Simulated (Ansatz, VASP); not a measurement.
# Mg: VASP beside Ansatz

INCAR

```
SYSTEM = Mg
ALGO     = Normal         ! electronic algorithm
EDIFF    = 1E-7           ! SCF threshold, eV
ENCUT    = 520            ! plane-wave cutoff, eV
GGA      = PE             ! functional
ISIF     = 2              ! what is computed and relaxed
ISMEAR   = 0              ! smearing method
LASPH    = .TRUE.         ! aspherical terms in the spheres
LCHARG   = .FALSE.        ! write CHGCAR
LREAL    = .FALSE.        ! projectors in reciprocal space
LWAVE    = .FALSE.        ! write WAVECAR
NBANDS   = 10             ! bands
NELM     = 60             ! most SCF steps
PREC     = Accurate       ! precision mode
SIGMA    = 0.1            ! smearing width, eV
```

Contents of KPOINTS:

```
k-points
0
G
  6 6 6
  0 0 0
```

Contents of POSCAR:

```
Mg
1.0
    1.5926943142      0.9195424911      7.6998773267
   -1.5926943142      0.9195424911      7.6998773267
    0.0000000000     -1.8390849821      7.6998773267
Mg
3
Direct
    0.0000000000      0.0000000000      0.0000000000
    0.2219355900      0.2219355900      0.2219355900
    0.7780644100      0.7780644100      0.7780644100
```

Input for Ansatz:

```yaml
crystal:
  lattice:
    - [1.5926943142, 0.9195424911, 7.6998773267]
    - [-1.5926943142, 0.9195424911, 7.6998773267]
    - [0.0, -1.8390849821, 7.6998773267]
  atoms:
    - { symbol: Mg, position: [0.0, 0.0, 0.0] }
    - { symbol: Mg, position: [0.22193559, 0.22193559, 0.22193559] }
    - { symbol: Mg, position: [0.77806441, 0.77806441, 0.77806441] }
basis:
  ecutwfc: 420
kpoints:
  mp_grid: { grid: [6, 6, 6] }
hamiltonian:
  xc: pbe
scf:
  occupations: { method: gaussian, width: 0.1 }
output:
  forces: true
  stress: true
  eigenvalues: true
```

This isn't the form of Mg at room conditions, which is hcp.

Alike in both runs: task single point; functional PBE; k mesh 6 × 6 × 6; occupations gaussian, width 0.1 eV; no spin polarisation.

|  | VASP | Ansatz |
| --- | --- | --- |
| version | VASP 6.6.1 | Ansatz 0.2.0 |
| potentials or method | VASP PAW PBE potentials, release 64 (Mg) | scalar-relativistic, plane waves, PAW |
| plane-wave cutoff (eV) | 520 | 420 |
| valence electrons in the cell | 6 | 30 |

Ansatz gave:

* gap on the k mesh at the Fermi level (eV): none
* pressure (GPa): 0.7
* largest component of the traceless stress (GPa): 0.22
* rms of the force components (eV/Å): 0.003

Q: Estimate VASP's values.

A: gap on the k mesh at the Fermi level (eV): none; pressure (GPa): 0.6; largest component of the traceless stress (GPa): 0.21; rms of the force components (eV/Å): 0.003.

Atom by atom the forces differ by 0.000 eV/Å (rms over components). A gap of «none» marks a metal or a gap that the smearing closes. The two sets of potentials don't hold the same shells in valence.

Caveats: the k mesh is coarse (spacing up to 0.38 Å⁻¹), so the values aren't converged.
